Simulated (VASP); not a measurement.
# ZnS (F-43m) in VASP: further runs, part 2 of 2

VASP 6.6.1. The steps go on from the part before.

## 3. Single point, RPBE

Input file run.py:

```python
from ase.calculators.vasp import Vasp
from ase.dft.bandgap import bandgap
from ase.io import read

atoms = read('ZnS.xyz')
calc = Vasp(
    directory='calc',
    xc='rpbe',
    pp='PBE',
    setups='recommended',
    pp_version='54',
    prec='Accurate',
    encut=520,
    ediff=1e-07,
    ismear=0,
    sigma=0.05,
    lreal=False,
    lasph=True,
    nelm=80,
    algo='Normal',
    isif=2,
    lwave=False,
    lcharg=False,
    kpts=[9, 9, 9],
    gamma=True,
)
atoms.calc = calc

print('energy (eV):', atoms.get_potential_energy())
print('free energy (eV):', atoms.get_potential_energy(force_consistent=True))
print('forces (eV/A):')
print(atoms.get_forces())
print('stress (eV/A^3, Voigt):', atoms.get_stress())
print('Fermi level (eV):', calc.get_fermi_level())
gap, top, bottom = bandgap(calc)
print('band gap (eV):', gap, 'from (spin, k, band)', top, 'to', bottom)
```

Input file ZnS.xyz:

```xyz
2
Lattice="0.0000000000 2.7020000000 2.7020000000 2.7020000000 0.0000000000 2.7020000000 2.7020000000 2.7020000000 0.0000000000" Properties=species:S:1:pos:R:3 pbc="T T T"
Zn     4.0530000000      4.0530000000      4.0530000000
S      0.0000000000      0.0000000000      0.0000000000
```

Potentials or basis: VASP PAW PBE potentials, release 54 (Zn, S).

The run is started by

```sh
$ python run.py
```

What it wrote:

```text
energy (eV): -6.17399042
free energy (eV): -6.17399042
forces (eV/A):
[[-0. -0.  0.]
 [ 0.  0. -0.]]
stress (eV/A^3, Voigt): [-0.02702544 -0.02702544 -0.02702544 -0.         -0.          0.        ]
Fermi level (eV): 2.47095096
band gap (eV): 2.2812000000000006 from (spin, k, band) (0, np.int64(0), np.int64(8)) to (0, np.int64(0), np.int64(9))
```

OUTCAR:

```text
ENCUT = 520.000000
   EDIFF = 1.00e-07
   GGA = RP
   PREC = Accurate
   ISIF = 2
   ISMEAR = 0
   NELM = 80
   LASPH = .TRUE.
   LREAL = .FALSE.

 ion  position               nearest neighbor table
   1  0.750  0.750  0.750-   2 2.34   2 2.34   2 2.34   2 2.34
   2  0.000  0.000  0.000-   1 2.34   1 2.34   1 2.34   1 2.34

  LATTYP: Found a face centered cubic cell.
 ALAT       =     5.4040000000

  Lattice vectors:

 A1 = (   0.0000000000,   2.7020000000,   2.7020000000)
 A2 = (   2.7020000000,   0.0000000000,   2.7020000000)
 A3 = (   2.7020000000,   2.7020000000,   0.0000000000)

Analysis of symmetry for initial positions (statically):
=====================================================================
 Subroutine PRICEL returns:
 Original cell was already a primitive cell.

 Routine SETGRP: Setting up the symmetry group for a
 face centered cubic supercell.

 Subroutine GETGRP returns: Found 24 space group operations
 (whereof 24 operations were pure point group operations)
 out of a pool of 48 trial point group operations.

The static configuration has the point symmetry T_d .

Analysis of symmetry for dynamics (positions and initial velocities):
=====================================================================
[... 178 lines left out ...]
     11       8.6700      0.00000
     12       8.6700      0.00000
     13       8.6700      0.00000
[... 354 lines left out ...]
  band No.  band energies     occupation
      1      -9.7245      2.00000
      2      -4.0984      2.00000
      3      -3.7424      2.00000
      4      -3.7424      2.00000
      5      -3.4968      2.00000
      6      -3.4107      2.00000
      7      -2.1307      2.00000
      8       0.0710      2.00000
      9       0.0710      2.00000
     10       5.8314      0.00000
     11       6.4487      0.00000
     12      13.1185      0.00000
     13      13.8444      0.00000

 [... further k-points ...]

------------------------ aborting loop because EDIFF is reached ----------------------------------------

  FORCE on cell =-STRESS in cart. coord.  units (eV):
  Direction    XX          YY          ZZ          XY          YZ          ZX
  --------------------------------------------------------------------------------------
  -------------------------------------------------------------------------------------
  Total        1.0662490      1.0662490      1.0662490      0.0000000      0.0000000      0.0000000
  in kB       43.2995316     43.2995316     43.2995316      0.0000000      0.0000000      0.0000000
  external PRESSURE =      43.2995316 kB  Pullay stress =       0.0000000 kB

 VOLUME and BASIS-vectors are now :
 -----------------------------------------------------------------------------
  energy-cutoff  :      520.00
  volume of cell :       39.45
      direct lattice vectors                 reciprocal lattice vectors
     0.000000000  2.702000000  2.702000000    -0.185048113  0.185048113  0.185048113
     2.702000000  0.000000000  2.702000000     0.185048113 -0.185048113  0.185048113
     2.702000000  2.702000000  0.000000000     0.185048113  0.185048113 -0.185048113

 POSITION                                       TOTAL-FORCE (eV/Angst)
 -----------------------------------------------------------------------------------
      4.05300      4.05300      4.05300        -0.000000     -0.000000      0.000000
      0.00000      0.00000      0.00000         0.000000      0.000000     -0.000000
 -----------------------------------------------------------------------------------
    total drift:                                0.000001      0.000001      0.000001

  FREE ENERGIE OF THE ION-ELECTRON SYSTEM (eV)
  ---------------------------------------------------
  free  energy   TOTEN  =        -6.1739904219 eV

  energy  without entropy=       -6.1739904219  energy(sigma->0) =       -6.17399042
```

INCAR:

```text
ENCUT = 520.000000
SIGMA = 0.050000
EDIFF = 1.00e-07
ALGO = Normal
GGA = RP
PREC = Accurate
ISIF = 2
ISMEAR = 0
NELM = 80
LASPH = .TRUE.
LCHARG = .FALSE.
LWAVE = .FALSE.
LREAL = .FALSE.
```

It took 26 s on 1 thread of Intel Xeon Platinum 8375C at 2.90GHz (Ice Lake), shared host; peak memory 0.16 GiB.

Results:

| Item | Value |
| --- | --- |
| Free energy | -6.1740 eV |
| Pressure | 4.3 GPa |
| Band gap on the k mesh | 2.28 eV, direct |

Caveat: the PAW data sets were made with another functional, which shifts forces and pressure a little.

## 4. Electron localisation function, LDA

Input file INCAR:

```
SYSTEM = ZnS
PREC = Accurate
ENCUT = 520
EDIFF = 1E-7
ISMEAR = 0
SIGMA = 0.1
LREAL = On
LASPH = .True.
NELM = 100
ALGO = Fast
ISIF = 2
LWAVE = .False.
LCHARG = .True.
LELF = .True.
NELECT = 18.5
```

Input file KPOINTS:

```
Automatic mesh
0
Gamma
  11 11 11
  0 0 0
```

Input file POSCAR:

```
ZnS
1.0
    0.0000000000      2.7020000000      2.7020000000
    2.7020000000      0.0000000000      2.7020000000
    2.7020000000      2.7020000000      0.0000000000
Zn S
1 1
Direct
    0.7500000000      0.7500000000      0.7500000000
    0.0000000000      0.0000000000      0.0000000000
```

Potentials or basis: VASP PAW LDA potentials, release 64 (Zn, S).

The run is started by

```sh
$ cat potpaw_LDA.64/Zn/POTCAR potpaw_LDA.64/S/POTCAR > POTCAR
$ mpirun -np 1 vasp_std > vasp.out
```

Wall time 49 s (1 thread of Intel Xeon Platinum 8375C at 2.90GHz (Ice Lake), shared host); peak memory 0.14 GiB.

These settings aren't checked as converged (typed here: LREAL = On; k = 11 × 11 × 11; NELECT = 18.5): the numbers below hold their error.

Results:

| Item | Value |
| --- | --- |
| Free energy | -5.2408 eV |
| Band gap on the k mesh | none (metal or under the smearing width) |

Caveat: the cell is charged against a uniform background, so pressure and absolute levels hang on convention.

## 5. Relaxation of the atoms, PBE+D3 (atoms moved at random, drawn with an rms of 0.05 Å)

Input file INCAR:

```
  PREC = Accurate
  ENCUT = 520
  EDIFF = 1E-6
  ISMEAR = 0
  SIGMA = 0.05
  LREAL = F
  LASPH = T
  NELM = 100
  ALGO = Fast
  ISIF = 2
  LWAVE = F
  LCHARG = F
  GGA = PE
  IVDW = 11
  IBRION = 2
  NSW = 40
  EDIFFG = -0.02
```

Input file KPOINTS:

```
regular mesh
0
Gamma
  9 9 9
```

Input file POSCAR:

```
ZnS
1.0
    0.0000000000      2.7020000000      2.7020000000
    2.7020000000      0.0000000000      2.7020000000
    2.7020000000      2.7020000000      0.0000000000
Zn S
1 1
Selective dynamics
Direct
    0.7491300000      0.7587200000      0.7252730000  F F F
    0.0026880000      0.0010540000      0.0039150000  T T T
```

Potentials or basis: VASP PAW PBE potentials, release 64 (Zn, S).

The run is started by

```sh
$ cat potpaw_PBE.64/Zn/POTCAR potpaw_PBE.64/S/POTCAR > POTCAR
$ mpirun -np 1 vasp_std > vasp.out
```

OUTCAR:

```text
PREC = Accurate
   ENCUT = 520
   EDIFF = 1E-6
   ISMEAR = 0
   LREAL = F
   LASPH = T
   NELM = 100
   ISIF = 2
   GGA = PE
   IVDW = 11
   IBRION = 2
   NSW = 40
   EDIFFG = -0.02
 IVDW          = 11

 ion  position               nearest neighbor table
   1  0.749  0.759  0.725-   2 2.25   2 2.33   2 2.37   2 2.42
   2  0.003  0.001  0.004-   1 2.25   1 2.33   1 2.37   1 2.42

  LATTYP: Found a face centered cubic cell.
 ALAT       =     5.4040000000

  Lattice vectors:

 A1 = (   0.0000000000,   2.7020000000,   2.7020000000)
 A2 = (   2.7020000000,   0.0000000000,   2.7020000000)
 A3 = (   2.7020000000,   2.7020000000,   0.0000000000)

Analysis of symmetry for initial positions (statically):
=====================================================================
 Subroutine PRICEL returns:
 Original cell was already a primitive cell.

 Routine SETGRP: Setting up the symmetry group for a
 face centered cubic supercell.

 Subroutine GETGRP returns: Found  1 space group operations
 (whereof  1 operations were pure point group operations)
 out of a pool of 48 trial point group operations.

The static configuration has the point symmetry C_1 .

Analysis of symmetry for dynamics (positions and initial velocities):
=====================================================================
 Subroutine PRICEL returns:
 Original cell was already a primitive cell.

[... 169 lines left out ...]
  ---------------------------------------------------
  free energy    TOTEN  =        -6.81397681 eV

  energy without entropy =       -6.81397681  energy(sigma->0) =       -6.81397681

------------------------ aborting loop because EDIFF is reached ----------------------------------------

 Edisp (eV)   -0.53632

 E8    (eV) :    -0.3126
[... 231 lines left out ...]
--------------------------------------- Ionic step        7  -------------------------------------------

 number of electron      18.0000004 magnetization

 Free energy of the ion-electron system (eV)
  ---------------------------------------------------
  ext. energy  EPLUGINS =         0.00000000
  ---------------------------------------------------
  free energy    TOTEN  =        -6.84723142 eV

  energy without entropy =       -6.84723142  energy(sigma->0) =       -6.84723142

 E-fermi :   2.3117     XC(G=0):  -9.6300

 val. band max:        2.1097976701   @ k =   0.0000   0.0000   0.0000
 cond. band min:       4.2212482749   @ k =   0.0000   0.0000   0.0000
 fundamental gap:      2.1114506049
 Fermi energy:         2.3116802953

 k-point     1 :       0.0000    0.0000    0.0000
  band No.  band energies     occupation
      1     -11.0337      2.00000
      2      -4.2336      2.00000
      3      -4.2327      2.00000
      4      -4.2290      2.00000
      5      -3.7335      2.00000
      6      -3.7334      2.00000
      7       2.1044      2.00000
      8       2.1054      2.00000
      9       2.1098      2.00000
     10       4.2212      0.00000
     11       8.5015      0.00000
     12       8.5040      0.00000
     13       8.5046      0.00000
[... 354 lines left out ...]
  band No.  band energies     occupation
      1     -10.7118      2.00000
      2      -4.2440      2.00000
      3      -4.1617      2.00000
      4      -4.1602      2.00000
      5      -3.7551      2.00000
      6      -3.7164      2.00000
      7       0.0660      2.00000
      8       1.4468      2.00000
      9       1.5368      2.00000
     10       5.9428      0.00000
     11       7.7462      0.00000
     12       9.4071      0.00000
     13       9.5084      0.00000

 [... further k-points ...]

------------------------ aborting loop because EDIFF is reached ----------------------------------------

 Edisp (eV)   -0.53605

 E8    (eV) :    -0.3121
[... 25 lines left out ...]
  FREE ENERGIE OF THE ION-ELECTRON SYSTEM (eV)
  ---------------------------------------------------
  free  energy   TOTEN  =        -7.3832803495 eV

  energy  without entropy=       -7.3832803495  energy(sigma->0) =       -7.38328035

 reached required accuracy - stopping structural energy minimisation
```

OSZICAR:

```text
N       E                     dE             d eps       ncg     rms          rms(c)
DAV:   1     0.830479313200E+02    0.83048E+02   -0.88522E+03  9503   0.163E+03
DAV:   2    -0.137853171717E+01   -0.84426E+02   -0.79889E+02 10260   0.285E+02
DAV:   3    -0.717346767016E+01   -0.57949E+01   -0.57619E+01 11845   0.716E+01
[... 55 lines left out ...]
   6 F= -.73832664E+01 E0= -.73832664E+01  d E =-.913323E-03
       N       E                     dE             d eps       ncg     rms          rms(c)
DAV:   1    -0.684721354182E+01    0.33391E-05   -0.38659E-03 10985   0.356E-01    0.265E-02
RMM:   2    -0.684722919318E+01   -0.15651E-04   -0.16519E-04  9471   0.119E-01    0.904E-03
RMM:   3    -0.684723123679E+01   -0.20436E-05   -0.24702E-05  8928   0.491E-02    0.434E-03
RMM:   4    -0.684723141723E+01   -0.18044E-06   -0.42085E-06  7523   0.224E-02
   7 F= -.73832803E+01 E0= -.73832803E+01  d E =-.927259E-03
```

It took 11 min on 1 thread of Intel Xeon Platinum 8375C at 2.90GHz (Ice Lake), shared host; peak memory 0.33 GiB.

Results:

```yaml
Free_energy: -7.3833 eV
Energy_gained_by_relaxing: 16.5 meV/atom
Ionic_steps: 7
Pressure_after_relaxing: -0.9 GPa
Band_gap_on_the_k_mesh: 2.11 eV, direct
Dispersion_energy_per_atom: -0.268 eV
```

The path:
```tsv
step	energy change (eV)	largest force (eV/Å)	pressure (GPa)
1	0.0000	0.6596	-0.24
2	-0.0173	0.4346	-0.67
3	-0.0321	0.1050	-0.77
4	-0.0321	0.1053	-0.78
5	-0.0327	0.0623	-0.85
6	-0.0330	0.0221	-0.85
7	-0.0330	0.0190	-0.86
```

Final structure:
```yaml
crystal:
  lattice:
    - [0.00000, 2.70200, 2.70200]
    - [2.70200, 0.00000, 2.70200]
    - [2.70200, 2.70200, 0.00000]
  atoms:
    - { symbol: Zn, position: [0.74913, 0.75872, 0.72527] }
    - { symbol: S, position: [0.99926, 0.00921, 0.97423] }
```

## 6. The reference run

An earlier run on the cell as given: functional PBEsol; potentials or basis VASP PAW PBE potentials, release 64 (Zn, S); cutoff 520 eV; k mesh 9 × 9 × 9; occupations fermi-dirac, width 0.05 eV; no spin polarisation.

* Pressure: -1.8 GPa
* Band gap on the k mesh: 1.98 eV, direct

## 7. Summary

```tsv
task	level	potentials or basis	cell	smearing	atoms held fixed (from 0)	ladder	gap on the mesh (eV)	pressure (GPa)
single point	RPBE	VASP PAW PBE potentials, release 54 (Zn, S)	as given	gaussian 0.05 eV	-	-	2.28	4.3
relaxation of the atoms	PBE+D3	VASP PAW PBE potentials, release 64 (Zn, S)	atoms relaxed from: atoms moved at random, drawn with an rms of 0.05 Å	gaussian 0.05 eV	[0]	-	2.11	-0.9
single point	PBEsol	VASP PAW PBE potentials, release 64 (Zn, S)	as given	fermi-dirac 0.05 eV	-	free	1.98	-1.8
```

Alike in all rows: no spin polarisation; k mesh 9 × 9 × 9; cutoff (eV) 520.

Caveats: the PAW data sets were made with another functional, which shifts forces and pressure a little (some runs).

Absolute energies hang on the potentials; compare differences alone.

## 8. Comparison with measurements

Step 2. Measured gap of ZnS: 3.85 eV (direct; 19 K; quoted in “Electronic, vibrational, and thermodynamic properties of ZnS (zincblende and rocksalt structure)”, 2009, arxiv:0911.5022). This calculation gives 2.28 eV (-1.57 eV). The value is that of RPBE, without temperature or zero-point motion. Semilocal functionals fall short of measured gaps as a rule.

Step 3. Measured gap of ZnS: 3.85 eV (direct; 19 K; quoted in “Electronic, vibrational, and thermodynamic properties of ZnS (zincblende and rocksalt structure)”, 2009, arxiv:0911.5022). This calculation gives 2.28 eV (-1.57 eV). The value is that of RPBE, without temperature or zero-point motion. Semilocal functionals fall short of measured gaps as a rule.
